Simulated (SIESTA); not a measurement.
Crystal: SnTe.

```
Te Sn
1.0
     0.00000    3.15085    3.15085
     3.15085    0.00000    3.15085
     3.15085    3.15085    0.00000
Te Sn
1 1
Direct
  0.50000 0.50000 0.50000
  0.00000 0.00000 0.00000
```

```yaml
Program: SIESTA 5.4.2
Task: relaxation of cell and atoms
Functional: PBE
Potentials_or_basis: PseudoDojo 0.4 standard (PBE files)
Basis: DZ (energy shift 0.003 Ry; two zetas on semicore shells)
Grid_cutoff: 500 Ry
Energy_shift: 0.003 Ry
k_mesh: 7 × 7 × 7
Occupations: fermi-dirac, width 0.05 eV
Spin: no spin polarisation
```

At the start: pressure 3.3 GPa; volume 31.28 Å³/atom.

Question: Where does the relaxation end?

Answer: Over 3 steps the energy falls by 20.6 meV/atom and the volume is 33.26 Å³/atom (+6.3 %); space group Fm-3m (No. 225, to 0.05 Å).

Step by step:
```
step  energy change (eV)  largest force (eV/Å)  pressure (GPa)  volume (Å³)
   1              0.0000                0.0000            3.29        62.56
   2             -0.0156                0.0000            2.52        63.43
   3             -0.0411                0.0000            0.18        66.52
```

Final structure:
```xyz
2
Lattice="0.0009 3.2164 3.2164 3.2164 0.0009 3.2164 3.2164 3.2164 0.0009" Properties=species:S:1:pos:R:3 pbc="T T T"
Te    3.2169    3.2169    3.2169
Sn    0.0000    0.0000    0.0000
```

Caveat: the basis has no polarisation orbitals; the basis of atomic orbitals isn't converged, which shifts pressures, moduli and gaps.
